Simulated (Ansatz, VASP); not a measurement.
**One calculation of C, two programs**

The input INCAR:

```
SYSTEM = C
  PREC = Accurate
  ENCUT = 520
  EDIFF = 1E-6
  ISMEAR = 0
  SIGMA = 0.05
  LREAL = .FALSE.
  LASPH = .TRUE.
  NELM = 60
  ALGO = Normal
  ISIF = 2
  LWAVE = .FALSE.
  LCHARG = .FALSE.
  GGA = PE
  IVDW = 12
  NBANDS = 11
```

KPOINTS

```
regular mesh
0
G
  15 15 15
  0 0 0
```

POSCAR

```
C
1.0
    1.2530811925      0.7234667638      3.4175230126
   -1.2530811925      0.7234667638      3.4175230126
    0.0000000000     -1.4469335276      3.4175230125
C
2
Direct
    0.1628273003      0.1628273003      0.1628273003
    0.8371726997      0.8371726997      0.8371726997
```

Input for Ansatz:

```yaml
crystal:
  lattice:
    - [1.2530811925, 0.7234667638, 3.4175230126]
    - [-1.2530811925, 0.7234667638, 3.4175230126]
    - [0.0, -1.4469335276, 3.4175230125]
  atoms:
    - { symbol: C, position: [0.1628273003, 0.1628273003, 0.1628273003] }
    - { symbol: C, position: [0.8371726997, 0.8371726997, 0.8371726997] }
basis:
  ecutwfc: 520.0
kpoints:
  mp_grid: { grid: [15, 15, 15] }
hamiltonian:
  xc: pbe
  dispersion: d3bj
scf:
  occupations: { method: gaussian, width: 0.05 }
output:
  forces: true
  stress: true
  eigenvalues: true
```

Change from the starting cell: mode 4 frozen in at -0.038 Å, equal normal strain along x, y and z +0.0167.

Alike in both runs: task single point; functional PBE; dispersion D3(BJ); k mesh 15 × 15 × 15; occupations gaussian, width 0.05 eV; no spin polarisation.

|  | VASP | Ansatz |
| --- | --- | --- |
| version | VASP 6.6.1 | Ansatz 0.2.0 |
| potentials or method | VASP PAW PBE potentials, release 64 (C) | scalar-relativistic, plane waves, PAW |
| plane-wave cutoff (eV) | 520 | 520 |
| valence electrons in the cell | 8 | 8 |

VASP gave:

- gap on the k mesh at the Fermi level (eV): 0.72
- least direct gap on the mesh (eV): 0.72
- pressure (GPa): -13.1
- largest component of the traceless stress (GPa): 11.58
- rms of the force components (eV/Å): 0.739

**Question.** Which values does Ansatz return?

**Answer.** gap on the k mesh at the Fermi level (eV): 0.72; least direct gap on the mesh (eV): 0.72; pressure (GPa): -13.5; largest component of the traceless stress (GPa): 12.04; rms of the force components (eV/Å): 0.742.

Atom by atom the forces differ by 0.003 eV/Å (rms over components).

Caveats: an odd mesh through Γ misses points on the zone boundary, where band edges often lie; forces of over 1 eV/Å show positions far from the minimum, so gaps and moduli don't describe the material at rest.
